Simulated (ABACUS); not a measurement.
# MgO (Fm-3m) in ABACUS: further runs

Aim: see how the results for MgO move with the level of theory and the settings. Levels: revPBE, TASK. Tasks: single point, relaxation of cell and atoms.

Program: ABACUS 3.10.1. These are calculated values, not measurements. Logs are shortened: lines on timing, memory, paths and dates and some standing lists are left out, and cuts for length are marked.

**Measured values to compare with.**

From “Electronic structure of alkaline earth and post-transition metal oxides”, 2009, arxiv:0908.1581, for a bulk crystal of MgO: band gap 7.83 eV.

The results are compared with them further down.

## 1. The structure

It takes space group Fm-3m (No. 225, cubic). Conventional cell: a = 4.194 Å, b = 4.194 Å, c = 4.194 Å, α = 90.00°, β = 90.00°, γ = 90.00°. Mg (site symmetry m-3m) has 6 O at 2.10 Å as nearest neighbours. O (site symmetry m-3m) is surrounded by 6 Mg at 2.10 Å.

The cell is a database's computed one.

## 2. Single point, revPBE

File run_abacus.py:

```python
"""ABACUS run from a structure file: ASE reads it, the script writes STRU, KPT and INPUT."""
import re
import subprocess
import spglib
from ase import Atoms
from ase.io import read
from ase.units import Bohr

atoms = read("MgO.cif")
cell, frac, numbers = spglib.standardize_cell((atoms.cell[:], atoms.get_scaled_positions(), atoms.numbers), to_primitive=True, symprec=1e-4)
atoms = Atoms(numbers=numbers, cell=cell, scaled_positions=frac, pbc=True)  # the primitive cell
atoms = atoms[(-atoms.numbers).argsort(kind="stable")]  # ABACUS lists atoms element by element
pseudo = {'Mg': 'mg_pbe_v1.4.uspp.F.UPF', 'O': 'o_pbe_v1.2.uspp.F.UPF'}
orbital = {}
magmoms = None
kmesh = [9, 9, 9]
params = {
    'suffix': 'MgO',
    'calculation': 'scf',
    'basis_type': 'pw',
    'pseudo_dir': './',
    'symmetry': 1,
    'dft_functional': 'revpbe',
    'ecutwfc': 40,
    'pseudo_rcut': 10,
    'nspin': 1,
    'nbands': 18,
    'ks_solver': 'dav',
    'smearing_method': 'fd',
    'smearing_sigma': 0.00367493,
    'scf_thr': 1e-08,
    'scf_nmax': 100,
    'mixing_type': 'broyden',
    'mixing_beta': 0.7,
    'cal_force': 1,
    'cal_stress': 1,
    'ecutrho': 320,
    'out_chg': 1,
    'kpar': 4,
}

symbols = atoms.get_chemical_symbols()
elements = list(dict.fromkeys(symbols))
lines = ["ATOMIC_SPECIES"] + [f"{e} {atoms.get_masses()[symbols.index(e)]:.4f} {pseudo[e]}" for e in elements]
if orbital:
    lines += ["", "NUMERICAL_ORBITAL"] + [orbital[e] for e in elements]
lines += ["", "LATTICE_CONSTANT", f"{1 / Bohr:.10f}", "", "LATTICE_VECTORS"]
lines += [" ".join(f"{x:.10f}" for x in v) for v in atoms.cell]
lines += ["", "ATOMIC_POSITIONS", "Direct"]
for e in elements:
    lines += ["", e, "0.0", str(symbols.count(e))]
    for i, p in enumerate(atoms.get_scaled_positions(wrap=False)):
        if symbols[i] == e:
            mag = "" if magmoms is None else " mag " + " ".join(str(x) for x in (magmoms[i] if isinstance(magmoms[i], list) else [magmoms[i]]))
            lines.append(" ".join(f"{x:.10f}" for x in p) + " 1 1 1" + mag)
open("STRU", "w").write("\n".join(lines) + "\n")
open("KPT", "w").write("K_POINTS\n0\nGamma\n%d %d %d 0 0 0\n" % tuple(kmesh))
open("INPUT", "w").write("INPUT_PARAMETERS\n" + "".join(f"{k:<20s}{v}\n" for k, v in params.items()))

done = subprocess.run(['mpirun', '-np', '4', 'abacus'])
if done.returncode:
    raise SystemExit(done.returncode)
log = open("OUT.MgO/running_scf.log").read()
print("final energy (eV):", re.findall(r"FINAL_ETOT_IS (\S+)", log))
```

File MgO.cif:

```cif
data_MgO
_cell_length_a 4.19400279
_cell_length_b 4.19400279
_cell_length_c 4.19400279
_cell_angle_alpha 90.00000000
_cell_angle_beta 90.00000000
_cell_angle_gamma 90.00000000
_space_group_name_H-M_alt 'Fm-3m'
_space_group_name_Hall '-F 4 2 3'
_space_group_IT_number 225
loop_
_space_group_symop_operation_xyz
'x,y,z'
'-x,-y,-z'
'-y,x,z'
'y,-x,-z'
'-x,-y,z'
'x,y,-z'
'y,-x,z'
'-y,x,-z'
'x,-y,-z'
'-x,y,z'
'-y,-x,-z'
'y,x,z'
'-x,y,-z'
'x,-y,z'
'y,x,-z'
'-y,-x,z'
'z,x,y'
'-z,-x,-y'
'z,-y,x'
'-z,y,-x'
'z,-x,-y'
'-z,x,y'
'z,y,-x'
'-z,-y,x'
'-z,x,-y'
'z,-x,y'
'-z,-y,-x'
'z,y,x'
'-z,-x,y'
'z,x,-y'
'-z,y,x'
'z,-y,-x'
'y,z,x'
'-y,-z,-x'
'x,z,-y'
'-x,-z,y'
'-y,z,-x'
'y,-z,x'
'-x,z,y'
'x,-z,-y'
'-y,-z,x'
'y,z,-x'
'-x,-z,-y'
'x,z,y'
'y,-z,-x'
'-y,z,x'
'x,-z,y'
'-x,z,-y'
'x,y+1/2,z+1/2'
'-x,-y+1/2,-z+1/2'
'-y,x+1/2,z+1/2'
'y,-x+1/2,-z+1/2'
[... 63 lines left out ...]
'-z+1/2,y,-x+1/2'
'z+1/2,-x,-y+1/2'
'-z+1/2,x,y+1/2'
'z+1/2,y,-x+1/2'
'-z+1/2,-y,x+1/2'
'-z+1/2,x,-y+1/2'
'z+1/2,-x,y+1/2'
'-z+1/2,-y,-x+1/2'
'z+1/2,y,x+1/2'
'-z+1/2,-x,y+1/2'
'z+1/2,x,-y+1/2'
'-z+1/2,y,x+1/2'
'z+1/2,-y,-x+1/2'
'y+1/2,z,x+1/2'
'-y+1/2,-z,-x+1/2'
'x+1/2,z,-y+1/2'
'-x+1/2,-z,y+1/2'
'-y+1/2,z,-x+1/2'
'y+1/2,-z,x+1/2'
'-x+1/2,z,y+1/2'
'x+1/2,-z,-y+1/2'
'-y+1/2,-z,x+1/2'
'y+1/2,z,-x+1/2'
'-x+1/2,-z,-y+1/2'
'x+1/2,z,y+1/2'
'y+1/2,-z,-x+1/2'
'-y+1/2,z,x+1/2'
'x+1/2,-z,y+1/2'
'-x+1/2,z,-y+1/2'
'x+1/2,y+1/2,z'
'-x+1/2,-y+1/2,-z'
'-y+1/2,x+1/2,z'
'y+1/2,-x+1/2,-z'
'-x+1/2,-y+1/2,z'
'x+1/2,y+1/2,-z'
'y+1/2,-x+1/2,z'
'-y+1/2,x+1/2,-z'
'x+1/2,-y+1/2,-z'
'-x+1/2,y+1/2,z'
'-y+1/2,-x+1/2,-z'
'y+1/2,x+1/2,z'
'-x+1/2,y+1/2,-z'
'x+1/2,-y+1/2,z'
'y+1/2,x+1/2,-z'
'-y+1/2,-x+1/2,z'
'z+1/2,x+1/2,y'
'-z+1/2,-x+1/2,-y'
'z+1/2,-y+1/2,x'
'-z+1/2,y+1/2,-x'
'z+1/2,-x+1/2,-y'
'-z+1/2,x+1/2,y'
'z+1/2,y+1/2,-x'
'-z+1/2,-y+1/2,x'
'-z+1/2,x+1/2,-y'
'z+1/2,-x+1/2,y'
'-z+1/2,-y+1/2,-x'
'z+1/2,y+1/2,x'
'-z+1/2,-x+1/2,y'
'z+1/2,x+1/2,-y'
'-z+1/2,y+1/2,x'
'z+1/2,-y+1/2,-x'
'y+1/2,z+1/2,x'
'-y+1/2,-z+1/2,-x'
'x+1/2,z+1/2,-y'
'-x+1/2,-z+1/2,y'
'-y+1/2,z+1/2,-x'
'y+1/2,-z+1/2,x'
'-x+1/2,z+1/2,y'
'x+1/2,-z+1/2,-y'
'-y+1/2,-z+1/2,x'
'y+1/2,z+1/2,-x'
'-x+1/2,-z+1/2,-y'
'x+1/2,z+1/2,y'
'y+1/2,-z+1/2,-x'
'-y+1/2,z+1/2,x'
'x+1/2,-z+1/2,y'
'-x+1/2,z+1/2,-y'
loop_
_atom_site_label
_atom_site_type_symbol
_atom_site_symmetry_multiplicity
_atom_site_Wyckoff_symbol
_atom_site_fract_x
_atom_site_fract_y
_atom_site_fract_z
_atom_site_occupancy
Mg1 Mg 4 a 0.0000000000 0.0000000000 0.0000000000 1
O1 O 4 b 0.5000000000 0.0000000000 0.0000000000 1
```

Potentials or basis: GBRV ultrasoft 1.5 PBE, plane waves.

On the command line:

```bash
$ OMP_NUM_THREADS=1 python run_abacus.py > log
```

running log:

```text
ABACUS v3.10.1

               Atomic-orbital Based Ab-initio Computation at UStc

 ------------------------------------------------------------------------------------

 READING GENERAL INFORMATION
                           global_out_dir = OUT.MgO/
                           global_in_card = INPUT
                               pseudo_dir = ./
                              orbital_dir =
                                    DSIZE = 4
                                    GSIZE = 1

 READING UNITCELL INFORMATION
                                    ntype = 2
                  lattice constant (Bohr) = 1.88973
              lattice constant (Angstrom) = 1

 READING ATOM TYPE 1
                               atom label = Mg
                      L=0, number of zeta = 1
                      L=1, number of zeta = 1
                      L=2, number of zeta = 1
             number of atom for this type = 1

 READING ATOM TYPE 2
                               atom label = O
                      L=0, number of zeta = 1
                      L=1, number of zeta = 1
                      L=2, number of zeta = 1
             number of atom for this type = 1

                        TOTAL ATOM NUMBER = 2
DIRECT COORDINATES
    atom                   x                   y                   z     mag                  vx                  vy                  vz
taud_Mg1            0.0000000000        0.0000000000        0.0000000000  0.0000        0.0000000000        0.0000000000        0.0000000000
taud_O1            0.5000000000        0.5000000000        0.5000000000  0.0000        0.0000000000        0.0000000000        0.0000000000

                          Volume (Bohr^3) = 124.458
                             Volume (A^3) = 18.4427

 Lattice vectors: (Cartesian coordinate: in unit of a_0)
                   +0              +2.097              +2.097
               +2.097                  +0              +2.097
               +2.097              +2.097                  +0
 Reciprocal vectors: (Cartesian coordinate: in unit of 2 pi/a_0)
            -0.238436           +0.238436           +0.238436
            +0.238436           -0.238436           +0.238436
            +0.238436           +0.238436           -0.238436
 The esolver type has been set to : ksdft_pw

                PAO radial cut off (Bohr) = 10

 Read in pseudopotential file is mg_pbe_v1.4.uspp.F.UPF
                     pseudopotential type = US
          exchange-correlation functional = PBE
                 nonlocal core correction = 0
                        valence electrons = 10
                                     lmax = 2
                           number of zeta = 3
                     number of projectors = 7
                           L of projector = 0
                           L of projector = 0
                           L of projector = 0
                           L of projector = 1
                           L of projector = 1
                           L of projector = 2
                           L of projector = 2
 XC functional updated to : revpbe
          exchange-correlation functional = REVPBE
                PAO radial cut off (Bohr) = 10

 Read in pseudopotential file is o_pbe_v1.2.uspp.F.UPF
                     pseudopotential type = US
          exchange-correlation functional = PBE
                 nonlocal core correction = 1
                        valence electrons = 6
                                     lmax = 2
                           number of zeta = 2
[... 167 lines left out ...]

 PARALLEL PW FOR WAVE FUNCTIONS
     PROC   COLUMNS(POT)             PW
        1            109            725
 --------------- sum -------------------
        1            109            725

 SETUP NONLOCAL PSEUDOPOTENTIALS IN PLANE WAVE BASIS
 Mg non-local projectors:
 projector 1 L=0
 projector 2 L=0
 projector 3 L=0
 projector 4 L=1
 projector 5 L=1
 projector 6 L=2
 projector 7 L=2
 O non-local projectors:
 projector 1 L=0
 projector 2 L=0
 projector 3 L=1
 projector 4 L=1
 projector 5 L=2
      TOTAL NUMBER OF NONLOCAL PROJECTORS = 32

 Init Non-Local PseudoPotential table :
 Init Non-Local-Pseudopotential done.

                                     npwx = 540

 Make real space PAO into reciprocal space.
       max mesh points in Pseudopotential = 713
     dq(describe PAO in reciprocal space) = 0.01
                                    max q = 763

 number of pseudo atomic orbitals for Mg is 3
WARNING: norm of atomic wavefunction # 3 of atomic type Mg is 0.999933, renormalized

 number of pseudo atomic orbitals for O is 2

 -------------------------------------------
 SELF-CONSISTENT
 -------------------------------------------
                                 init_chg = atomic

 PW ALGORITHM --------------- ION=   1  ELEC=   1--------------------------------

 Density error is 0.391822224692
                          Error Threshold = 0.01
----------------------------------------------------------
     Energy           Rydberg                 eV
----------------------------------------------------------
 E_KohnSham     -157.8083647057      -2147.0929520595
 E_Harris       -159.1993630627      -2166.0184556240
 E_Fermi        0.6349957671         8.6395606383
----------------------------------------------------------
[... 75 lines left out ...]
 Density error is 3.33816956361e-11
                          Error Threshold = 7.10735865532e-11
----------------------------------------------------------
     Energy           Rydberg                 eV
----------------------------------------------------------
 E_KohnSham     -157.9547671860      -2149.0848599934
 E_KS(sigma->0) -157.9547671860      -2149.0848599934
 E_Harris       -157.9547407875      -2149.0845008224
 E_band         -21.5991651998       -293.8717187611
 E_one_elec     -86.3656009477       -1175.0642840829
 E_Hartree      48.2058726942        655.8745457033
 E_xc           -24.6202734063       -334.9760046432
 E_Ewald        -95.1747655262       -1294.9191169707
 E_entropy(-TS) 0.0000000000         0.0000000000
 E_descf        0.0000000000         0.0000000000
 E_exx          0.0000000000         0.0000000000
 E_Fermi        0.7809076937         10.6247942466
----------------------------------------------------------

 charge density convergence is achieved
 final etot is -2149.08486 eV
 EFERMI = 10.624794247 eV

 STATE ENERGY(eV) AND OCCUPATIONS    NSPIN == 1
 1/9 kpoint (Cartesian) = 0.0000 0.0000 0.0000 (531 pws)
       1       -64.2604     0.00274348
       2       -30.9877     0.00274348
       3       -30.9877     0.00274348
       4       -30.9877     0.00274348
       5       -9.19815     0.00274348
       6        8.07965     0.00274348
[... 98 lines left out ...]
       5       -9.01909      0.0164609
       6        7.23989      0.0164609
[... 10 lines left out ...]
      17        33.5596        0.00000
      18        34.7479        0.00000

[... levels at 3 further k points ...]

------------------------------------------------------------------------------------------
 TOTAL-FORCE (eV/Angstrom)
------------------------------------------------------------------------------------------
                       Mg1         0.0000000000         0.0000000000         0.0000000000
                        O1         0.0000000000         0.0000000000         0.0000000000
------------------------------------------------------------------------------------------

----------------------------------------------------------------
 TOTAL-STRESS (KBAR)
----------------------------------------------------------------
       106.9403183318         0.0000000000         0.0000000000
        -0.0000000000       106.9403183318        -0.0000000000
        -0.0000000000         0.0000000000       106.9403183318
----------------------------------------------------------------
 TOTAL-PRESSURE: 106.940318 KBAR

 --------------------------------------------
 !FINAL_ETOT_IS -2149.0848599933951846 eV
 --------------------------------------------
```

Wall time 6 s (4 MPI ranks of Intel Xeon Platinum 8488C (Sapphire Rapids), shared host); peak memory 0.44 GiB.

What came out:

```
Free energy            : -2149.0849 eV
Pressure               : 10.7 GPa
Band gap on the k mesh : 5.02 eV, direct
```

Caveat: the potentials were made for another functional, which shifts forces and pressure.

(Part 1 of 2 ends here.)
